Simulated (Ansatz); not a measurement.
Crystal: WC (Qusongite).

```
W C
1.0
     2.90650    0.00000    0.00000
    -1.45325    2.51710    0.00000
     0.00000    0.00000    2.83660
W C
1 1
Cartesian
  0.0000 0.0000 0.0000
  1.4533 0.8390 1.4183
```

| Quantity | Value |
| --- | --- |
| Program | Ansatz 0.2.0 |
| Task | relaxation of cell and atoms |
| Functional | PBE |
| Potentials or basis | Ansatz PAW |
| Cutoff | 420 eV (not typed: the program's choice for these potentials) |
| k mesh | 10 × 10 × 9 |
| Occupations | fermi-dirac, width 0.05 eV |
| Spin | no spin polarisation |
| Hubbard terms | W d U = 5 eV |

At the start: volume 10.38 Å³/atom.

**Question.** How do energy, volume and symmetry change on relaxing?

**Answer.** It ends after 4 steps and the volume is 10.55 Å³/atom (+1.7 %); space group P-6m2 (No. 187, to 0.05 Å).

The path:
```
step  energy change (eV)  largest force (eV/Å)  volume (Å³)
   1              0.0000                0.0000        20.75
   2             -0.0064                0.0000        21.10
   3             -0.0064                0.0000        21.10
   4             -0.0071                0.0000        21.10
```

Final structure:
```yaml
crystal:
  lattice:
    - [2.92645, 0.00000, 0.00000]
    - [-1.46322, 2.53438, 0.00000]
    - [0.00000, 0.00000, 2.84434]
  atoms:
    - { symbol: W, position: [0.00000, 0.00000, 0.00000] }
    - { symbol: C, position: [0.66667, 0.33333, 0.50000] }
```

Caveat: the plane-wave basis is chosen anew once the cell has moved, so the energies of steps on either side of that aren't comparable; the pressure holds a Pulay correction of +0.3 GPa for the finite cutoff; U without spin polarisation on a metal has little footing; the U is typed as a test and isn't derived for this compound.
